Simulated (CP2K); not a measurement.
# Os (P6_3/mmc) in CP2K: notebook

The runs below take Os through relaxation of cell and atoms, single point, with BLYP+D4, PBE.

Everything below comes from runs of CP2K 2026.2. Logs are shortened: lines on timing, memory, paths and dates and some standing lists are left out, and cuts for length are marked.

**1. The crystal as given**

Symmetry: P6_3/mmc, No. 194, hexagonal system. Conventional cell: a = 2.734 Å, b = 2.734 Å, c = 4.320 Å, α = 90.00°, β = 90.00°, γ = 120.00°. Around Os (site symmetry -6m2) lie 12 Os at 2.68 to 2.73 Å.

**2. Relaxation of cell and atoms, BLYP+D4**

os_vcrelax.inp

```
&GLOBAL
  PROJECT os_vcrelax
  RUN_TYPE CELL_OPT
  PRINT_LEVEL LOW
&END GLOBAL
&FORCE_EVAL
  METHOD QS
  STRESS_TENSOR ANALYTICAL
  &DFT
    BASIS_SET_FILE_NAME BASIS_MOLOPT_UZH
    POTENTIAL_FILE_NAME GTH_POTENTIALS
    &MGRID
      CUTOFF 450
      REL_CUTOFF 60
      NGRIDS 5
    &END MGRID
    &QS
      METHOD GPW
      EPS_DEFAULT 1.0E-10
      EXTRAPOLATION USE_PREV_P
    &END QS
    &KPOINTS
      SCHEME MONKHORST-PACK 11 11 6
      GAMMA_CENTERED T
    &END KPOINTS
    &SCF
      SCF_GUESS ATOMIC
      EPS_SCF 1.0E-6
      MAX_SCF 100
      ADDED_MOS 16
      CHOLESKY OFF
      EPS_EIGVAL 1.0E-7
      &DIAGONALIZATION ON
        ALGORITHM STANDARD
      &END DIAGONALIZATION
      &MIXING ON
        METHOD BROYDEN_MIXING
        ALPHA 0.4
        BETA 1.5
        NBUFFER 8
      &END MIXING
      &SMEAR ON
        METHOD FERMI_DIRAC
        ELECTRONIC_TEMPERATURE [K] 580.226
      &END SMEAR
    &END SCF
    &XC
      &XC_FUNCTIONAL
        &GGA_X_B88
        &END GGA_X_B88
        &GGA_C_LYP
        &END GGA_C_LYP
      &END XC_FUNCTIONAL
      &VDW_POTENTIAL
        POTENTIAL_TYPE PAIR_POTENTIAL
        &PAIR_POTENTIAL
          TYPE DFTD4
          REFERENCE_FUNCTIONAL BLYP
          D4_CUTOFF 20
        &END PAIR_POTENTIAL
      &END VDW_POTENTIAL
    &END XC
    &PRINT
      &KPOINTS ON
      &END KPOINTS
      &MULLIKEN ON
        &EACH
          CELL_OPT 0
        &END EACH
        ADD_LAST NUMERIC
      &END MULLIKEN
      &MO ON
        ENERGIES T
        OCCUPATION_NUMBERS T
        &EACH
          QS_SCF 0
          CELL_OPT 0
        &END EACH
        ADD_LAST NUMERIC
      &END MO
    &END PRINT
  &END DFT
  &SUBSYS
    &CELL
      A 2.7341000000 0.0000000000 0.0000000000
      B -1.3670500000 2.3678000565 0.0000000000
      C 0.0000000000 0.0000000000 4.3197000000
      PERIODIC XYZ
    &END CELL
    &COORD
      Os  1.3670500001 0.7892666854 3.2397750000
      Os  -0.0000000001 1.5785333711 1.0799250000
    &END COORD
    &KIND Os
      BASIS_SET TZVP-MOLOPT-PBE-GTH-q16
      POTENTIAL GTH-PBE-q16
    &END KIND
    &PRINT
      &ATOMIC_COORDINATES ON
      &END ATOMIC_COORDINATES
      &CELL ON
      &END CELL
      &SYMMETRY ON
      &END SYMMETRY
    &END PRINT
  &END SUBSYS
  &PRINT
    &FORCES ON
    &END FORCES
    &STRESS_TENSOR ON
    &END STRESS_TENSOR
  &END PRINT
&END FORCE_EVAL
&MOTION
  &CELL_OPT
    OPTIMIZER BFGS
    MAX_ITER 40
    MAX_FORCE [eV*angstrom^-1] 0.05
    RMS_FORCE [eV*angstrom^-1] 0.05
    MAX_DR 1.0E-2
    RMS_DR 1.0E-2
    EXTERNAL_PRESSURE [bar] 0.0
    PRESSURE_TOLERANCE [bar] 300
    KEEP_SPACE_GROUP T
  &END CELL_OPT
  &PRINT
    &TRAJECTORY ON
    &END TRAJECTORY
    &CELL ON
    &END CELL
    &FORCES ON
    &END FORCES
    &STRESS ON
    &END STRESS
    &RESTART OFF
    &END RESTART
    &RESTART_HISTORY OFF
    &END RESTART_HISTORY
  &END PRINT
&END MOTION
```

Potentials or basis: GTH_POTENTIALS Os GTH-PBE-q16; TZVP-MOLOPT-PBE-GTH basis.

Command:

```
$ OMP_NUM_THREADS=1 cp2k.psmp -i os_vcrelax.inp -o os_vcrelax.out
```

os_vcrelax.out:

```text

 CP2K| version string:                                       CP2K version 2026.2
 CP2K| Input file name                                            os_vcrelax.inp

 GLOBAL| Force Environment number                                              1
 GLOBAL| Basis set file name                                    BASIS_MOLOPT_UZH
 GLOBAL| Potential file name                                      GTH_POTENTIALS
 GLOBAL| MM Potential file name                                     MM_POTENTIAL
 GLOBAL| Coordinate file name                                      __STD_INPUT__
 GLOBAL| Method name                                                        CP2K
 GLOBAL| Project name                                                 os_vcrelax
 GLOBAL| Run type                                                       CELL_OPT
 GLOBAL| FFT library                                                       FFTW3
 GLOBAL| Diagonalization library                                       ScaLAPACK
 GLOBAL| Cholesky decomposition library                                ScaLAPACK
 GLOBAL| DGEMM library                                                      BLAS
 GLOBAL| Direct generalized diagonalization requested                          F
 GLOBAL| Matrix multiplication library                                 ScaLAPACK
 GLOBAL| Global print level                                                  LOW
 GLOBAL| Total number of message passing processes                             1
 GLOBAL| Number of threads for this process                                    1
 GLOBAL| CPU model name                                                  UNKNOWN

 CELL| Volume [angstrom^3]:                                            27.964883
 CELL| Vector a [angstrom]:       2.734     0.000     0.000   |a| =     2.734100
 CELL| Vector b [angstrom]:      -1.367     2.368     0.000   |b| =     2.734100
 CELL| Vector c [angstrom]:       0.000     0.000     4.320   |c| =     4.319700
 CELL| Angle (b,c), alpha [degree]:                                    90.000000
 CELL| Angle (a,c), beta  [degree]:                                    90.000000
 CELL| Angle (a,b), gamma [degree]:                                   120.000000
 CELL| Numerically orthorhombic:                                              NO
 CELL| Periodicity                                                           XYZ

 CELL_REF| Volume [angstrom^3]:                                        27.964883
 CELL_REF| Vector a [angstrom     2.734     0.000     0.000   |a| =     2.734100
 CELL_REF| Vector b [angstrom    -1.367     2.368     0.000   |b| =     2.734100
 CELL_REF| Vector c [angstrom     0.000     0.000     4.320   |c| =     4.319700
 CELL_REF| Angle (b,c), alpha [degree]:                                90.000000
 CELL_REF| Angle (a,c), beta  [degree]:                                90.000000
 CELL_REF| Angle (a,b), gamma [degree]:                               120.000000
 CELL_REF| Numerically orthorhombic:                                          NO
 CELL_REF| Periodicity                                                       XYZ
[... 9 lines left out ...]
 TOTAL NUMBERS AND MAXIMUM NUMBERS

  Total number of            - Atomic kinds:                                   1
                             - Atoms:                                          2
                             - Shell sets:                                     2
                             - Shells:                                        22
                             - Primitive Cartesian functions:                 12
                             - Cartesian basis functions:                     82
                             - Spherical basis functions:                     70

  Maximum angular momentum of- Orbital basis functions:                        3
                             - Local part of the GTH pseudopotential:          2
                             - Non-local part of the GTH pseudopotential:      4

 MODULE QUICKSTEP: ATOMIC COORDINATES IN ANGSTROM

   Atom Kind Element         X             Y             Z       Z(eff)     Mass
      1    1 Os   76      1.367050      0.789267      3.239775  16.0000 190.2300
      2    1 Os   76     -0.000000      1.578533      1.079925  16.0000 190.2300

 Crystal Symmetry Information
       International Symbol:                                            P6_3/mmc
       Point Group Symbol:                                                 6/mmm
       Schoenflies Symbol:                                                 D6h^4
       Number of Symmetry Operations:                                         24

 SCF PARAMETERS         Density guess:                                    ATOMIC
                        --------------------------------------------------------
                        max_scf:                                             100
[... 321 lines left out ...]
 OPT| Convergence limit for maximum gradient                        0.0009723453
 OPT| Maximum gradient is converged                                           NO
 OPT|
 OPT| RMS gradient                                                  0.0032285154
 OPT| Convergence limit for RMS gradient                            0.0009723453
 OPT| RMS gradient is converged                                               NO
 OPT|
 OPT| Pressure deviation [bar]                                  55499.0858913523
 OPT| Pressure tolerance [bar]                                    300.0000000000
 OPT| Pressure is converged                                                   NO
 OPT| **************************************************************************
[... 5 lines left out ...]
 CELL| Volume [angstrom^3]:                                            28.457352
 CELL| Vector a [angstrom]:       2.751     0.000     0.000   |a| =     2.751390
 CELL| Vector b [angstrom]:      -1.367     2.388     0.000   |b| =     2.751401
 CELL| Vector c [angstrom]:      -0.000     0.000     4.332   |c| =     4.331624
 CELL| Angle (b,c), alpha [degree]:                                    90.000000
 CELL| Angle (a,c), beta  [degree]:                                    90.000000
 CELL| Angle (a,b), gamma [degree]:                                   119.791856
 CELL| Numerically orthorhombic:                                              NO
 CELL| Periodicity                                                           XYZ

 *** WARNING in qs_wf_history_methods.F:805 :: Change in cell ***
 *** neighborlist: might affect quality of initial guess      ***

 *** WARNING in qs_wf_history_methods.F:805 :: Change in cell ***
 *** neighborlist: might affect quality of initial guess      ***

 [... this warning repeats ...]

 Extrapolation method: previous_p

 Number of electrons:                                                         32
 Number of occupied orbitals:                                                 16
 Number of molecular orbitals:                                                32
[... 76 lines left out ...]
 OPT| **************************************************************************
 OPT| Step number                                                              2
 OPT| Optimization method                                                   BFGS
 OPT| Total energy [hartree]                                     -183.5159618668
 OPT| Internal pressure [bar]                                    5817.8827964913
 OPT| Effective energy change [hartree]                            -0.0002141251
 OPT| Predicted energy change [hartree]                            -0.0002185902
 OPT| Scaling factor                                                0.0000000000
 OPT| Step size                                                     0.0267765127
 OPT| Trust radius                                                  0.4724315332
 OPT| Decrease in energy                                                     YES
 OPT|
 OPT| Maximum step size                                             0.0267765127
 OPT| Convergence limit for maximum step size                       0.0100000000
 OPT| Maximum step size is converged                                          NO
 OPT|
 OPT| RMS step size                                                 0.0112843532
 OPT| Convergence limit for RMS step size                           0.0100000000
 OPT| RMS step size is converged                                              NO
 OPT|
 OPT| Maximum gradient                                              0.0015521286
 OPT| Convergence limit for maximum gradient                        0.0009723453
 OPT| Maximum gradient is converged                                           NO
 OPT|
 OPT| RMS gradient                                                  0.0004515047
 OPT| Convergence limit for RMS gradient                            0.0009723453
 OPT| RMS gradient is converged                                              YES
 OPT|
 OPT| Pressure deviation [bar]                                   5817.8827964913
 OPT| Pressure tolerance [bar]                                    300.0000000000
 OPT| Pressure is converged                                                   NO
 OPT| **************************************************************************
[... 734 lines left out ...]
 OPT|
 OPT| RMS step size                                                 0.0001171364
 OPT| Convergence limit for RMS step size                           0.0100000000
 OPT| RMS step size is converged                                             YES
 OPT|
 OPT| Maximum gradient                                              0.0000040533
 OPT| Convergence limit for maximum gradient                        0.0009723453
 OPT| Maximum gradient is converged                                          YES
 OPT|
 OPT| RMS gradient                                                  0.0000011705
 OPT| Convergence limit for RMS gradient                            0.0009723453
 OPT| RMS gradient is converged                                              YES
 OPT|
 OPT| Pressure deviation [bar]                                    -16.5967619092
 OPT| Pressure tolerance [bar]                                    300.0000000000
 OPT| Pressure is converged                                                  YES
 OPT| **************************************************************************

 *******************************************************************************
 ***                    GEOMETRY OPTIMIZATION COMPLETED                      ***
 *******************************************************************************

 write_final_structure: Optimization converged, writing XYZ file gladly:
  os_vcrelax-FINAL-1_8.xyz

 write_final_structure: Optimization converged, writing CIF file gladly:
  os_vcrelax-FINAL-1_8.cif

 write_final_structure: Done!

                    Reevaluating energy at the minimum

 CELL| Volume [angstrom^3]:                                            28.493937
 CELL| Vector a [angstrom]:       2.750     0.000     0.000   |a| =     2.749550
 CELL| Vector b [angstrom]:      -1.367     2.386     0.000   |b| =     2.749563
 CELL| Vector c [angstrom]:      -0.000     0.000     4.344   |c| =     4.343962
 CELL| Angle (b,c), alpha [degree]:                                    90.000000
 CELL| Angle (a,c), beta  [degree]:                                    90.000000
 CELL| Angle (a,b), gamma [degree]:                                   119.814094
 CELL| Numerically orthorhombic:                                              NO
 CELL| Periodicity                                                           XYZ
[... 562 lines left out ...]
 MO|     31               1.753338              47.710764               0.000000
 MO|     32               1.783505              48.531651               0.000000
 MO| Sum:                                                              30.000003
 MO| E(Fermi):            0.678992 a.u.         18.476316 eV

 [... the levels of further k-points ...]

 !-----------------------------------------------------------------------------!
                     Mulliken Population Analysis

 #  Atom  Element  Kind  Atomic population                           Net charge
       1     Os       1         16.000000                             -0.000000
       2     Os       1         16.000000                              0.000000
 # Total charge                             32.000000                 -0.000000

 !-----------------------------------------------------------------------------!

 ENERGY| Total FORCE_EVAL ( QS ) energy [hartree]           -183.515983084209580
```

It took 12 min on 1 thread of Arm Neoverse V1, shared host; peak memory 0.48 GiB.

The run converged, but a check on its numbers failed (symmetry, net force, bounds or a known fault of this set-up), so they aren't taken as properties of the crystal.

Caveat: the potentials were made for another functional, which shifts forces and pressure; more than 0.5 GPa of stress was left at the end, so the final cell isn't listed; the basis of atomic orbitals isn't converged, which shifts pressures, moduli and gaps; pairwise dispersion overbinds metals, which lowers pressure and volume.

**3. Single point, PBE**

os_scf.inp

```
&GLOBAL
  PROJECT os_scf
  RUN_TYPE ENERGY_FORCE
  PRINT_LEVEL LOW
&END GLOBAL
&FORCE_EVAL
  METHOD QS
  STRESS_TENSOR ANALYTICAL
  &DFT
    BASIS_SET_FILE_NAME BASIS_MOLOPT_UZH
    POTENTIAL_FILE_NAME POTENTIAL_UZH
    &MGRID
      CUTOFF 450
      REL_CUTOFF 60
      NGRIDS 5
    &END MGRID
    &QS
      METHOD GPW
      EPS_DEFAULT 1.0E-10
    &END QS
    &KPOINTS
      SCHEME MONKHORST-PACK 11 11 6
      GAMMA_CENTERED T
      SYMMETRY T
      SYMMETRY_BACKEND SPGLIB
    &END KPOINTS
    &SCF
      SCF_GUESS ATOMIC
      EPS_SCF 1.0E-6
      MAX_SCF 100
      ADDED_MOS 16
      CHOLESKY OFF
      EPS_EIGVAL 1.0E-7
      &DIAGONALIZATION ON
        ALGORITHM STANDARD
      &END DIAGONALIZATION
      &MIXING ON
        METHOD BROYDEN_MIXING
        ALPHA 0.4
        BETA 1.5
        NBUFFER 8
      &END MIXING
      &SMEAR ON
        METHOD GAUSSIAN
        SIGMA [eV] 0.027000000000000003
      &END SMEAR
    &END SCF
    &XC
      &XC_FUNCTIONAL
        &GGA_X_PBE
        &END GGA_X_PBE
        &GGA_C_PBE
        &END GGA_C_PBE
      &END XC_FUNCTIONAL
    &END XC
    &PRINT
      &KPOINTS ON
      &END KPOINTS
      &MULLIKEN ON
      &END MULLIKEN
      &MO ON
        ENERGIES T
        OCCUPATION_NUMBERS T
        &EACH
          QS_SCF 0
        &END EACH
        ADD_LAST NUMERIC
      &END MO
      &LOWDIN ON
      &END LOWDIN
      &HIRSHFELD ON
        SHAPE_FUNCTION DENSITY
      &END HIRSHFELD
    &END PRINT
  &END DFT
  &SUBSYS
    &CELL
      A 2.7341000000 0.0000000000 0.0000000000
      B -1.3670500000 2.3678000565 0.0000000000
      C 0.0000000000 0.0000000000 4.3197000000
      PERIODIC XYZ
    &END CELL
    &COORD
      Os  1.3670500001 0.7892666854 3.2397750000
      Os  -0.0000000001 1.5785333711 1.0799250000
    &END COORD
    &KIND Os
      BASIS_SET TZVP-MOLOPT-PBE-GTH-q16
      POTENTIAL GTH-PBE-q16
    &END KIND
    &PRINT
      &ATOMIC_COORDINATES ON
      &END ATOMIC_COORDINATES
      &CELL ON
      &END CELL
    &END PRINT
  &END SUBSYS
  &PRINT
    &FORCES ON
    &END FORCES
    &STRESS_TENSOR ON
    &END STRESS_TENSOR
  &END PRINT
&END FORCE_EVAL
```

Potentials or basis: POTENTIAL_UZH Os GTH-PBE-q16; TZVP-MOLOPT-PBE-GTH basis.

Command:

```
$ OMP_NUM_THREADS=1 cp2k.psmp -i os_scf.inp -o os_scf.out
```

Run time: 92 s. Hardware: 1 thread of Arm Neoverse V1, shared host; peak memory 0.35 GiB.

Results (log left out):

```
Free energy            : -4984.6753 eV
Pressure               : 6.8 GPa
Band gap on the k mesh : none (metal or under the smearing width)
```

Stress tensor (GPa, compression positive):
```
6.73 0.00 0.00
0.00 6.73 0.00
0.00 0.00 7.06
```

Levels at points of the mesh, in eV from the Fermi level:
```csv
k point,band 13,band 14,band 15,band 16,band 17,band 18,band 19,band 20
"(0.00, 0.00, 0.00)",-2.75,-2.14,-2.14,-1.50,-1.50,0.01,1.76,1.76
"(0.00, 0.00, 0.50)",-3.18,-3.18,-3.18,-3.18,0.99,0.99,0.99,0.99
```

Caveat: the basis of atomic orbitals isn't converged, which shifts pressures, moduli and gaps. The run has no spin-orbit coupling, so splittings on Os are missing.

**4. Single point, PBE**

os_scf.inp: that of step 3 with these lines changed.

```diff
@@ -44,3 +44,3 @@
         METHOD GAUSSIAN
-        SIGMA [eV] 0.027000000000000003
+        SIGMA [eV] 0.028000000000000004
       &END SMEAR
@@ -48,7 +48,3 @@
     &XC
-      &XC_FUNCTIONAL
-        &GGA_X_PBE
-        &END GGA_X_PBE
-        &GGA_C_PBE
-        &END GGA_C_PBE
+      &XC_FUNCTIONAL PBE
       &END XC_FUNCTIONAL
@@ -68,7 +64,2 @@
       &END MO
-      &LOWDIN ON
-      &END LOWDIN
-      &HIRSHFELD ON
-        SHAPE_FUNCTION DENSITY
-      &END HIRSHFELD
     &END PRINT
@@ -95,2 +86,4 @@
       &END CELL
+      &SYMMETRY ON
+      &END SYMMETRY
     &END PRINT
```

Command:

```
$ OMP_NUM_THREADS=1 cp2k.psmp -i os_scf.inp -o os_scf.out
```

Wall time 93 s (1 thread of Arm Neoverse V1, shared host); peak memory 0.34 GiB.

It converged, with:

- Free energy: -4984.6755 eV
- Pressure: 6.8 GPa
- Band gap on the k mesh: none (metal or under the smearing width)

Stress tensor (GPa, compression positive):
```
6.73 0.00 0.00
0.00 6.73 0.00
0.00 0.00 7.06
```

Levels at points of the mesh, in eV from the Fermi level:
```
           k point  band 14  band 15  band 16  band 17  band 18  band 19
(0.00, 0.00, 0.00)    -2.15    -2.15    -1.50    -1.50     0.01     1.76
(0.00, 0.00, 0.50)    -3.18    -3.18    -3.18     0.99     0.99     0.99
```

Caveat: the basis of atomic orbitals isn't converged, which shifts pressures, moduli and gaps. The run has no spin-orbit coupling, so splittings on Os are missing.
